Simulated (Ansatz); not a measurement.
# Sb under changes of volume

One of the cells (32.896 Å³/atom); the others are scaled copies at fixed shape and fractional positions:

```
Sb
1.0
    -4.03001    4.03001    2.02549
     4.03001   -4.03001    2.02549
     4.03001    4.03001   -2.02549
Sb
4
Direct
  0.65126 0.15126 0.80253
  0.15126 0.34874 0.50000
  0.34874 0.84874 0.19747
  0.84874 0.65126 0.50000
```

This isn't the form of Sb at room conditions, which is rhombohedral.

| Item | Value |
| --- | --- |
| Program | Ansatz 0.2.0 |
| Functional | PBE |
| Potentials or basis | Ansatz PAW |
| Cutoff | 420 eV (not typed: the program's choice for these potentials) |
| k mesh | 7 × 7 × 7 |
| Occupations | fermi-dirac, width 0.05 eV |
| Spin | no spin polarisation |

| volume (Å³/atom) | energy over the lowest point (meV/atom) | pressure (GPa) | largest force (eV/Å) |
| --- | --- | --- | --- |
| 30.922 | 46.39 | 5.4 | 0.113 |
| 31.580 | 27.21 | 4.0 | 0.075 |
| 32.238 | 13.52 | 2.7 | 0.040 |
| 32.896 | 4.74 | 1.6 | 0.007 |
| 33.554 | ? | ? | ? |
| 34.212 | 0.00 | -0.3 | 0.051 |
| 34.870 | 3.15 | -1.1 | 0.077 |

**Question.** What does the run at 33.554 Å³/atom give?

**Answer.** Energy over the lowest point 0.39 meV/atom; pressure 0.6 GPa; largest force 0.023 eV/Å.

Worked out: A Birch-Murnaghan fit of order 3 (a polynomial in V^(-2/3)) to the other rows has its minimum at 33.95 Å³/atom with B0 = V·E''(V) = 47 GPa and B' = 4.6 at fixed shape and positions, which overstates the stiffness. It gives 0.39 meV/atom at 33.554 Å³/atom, against the run's 0.39, and -dE/dV = 0.6 GPa, against 0.6.

Energies are extrapolated to zero smearing.
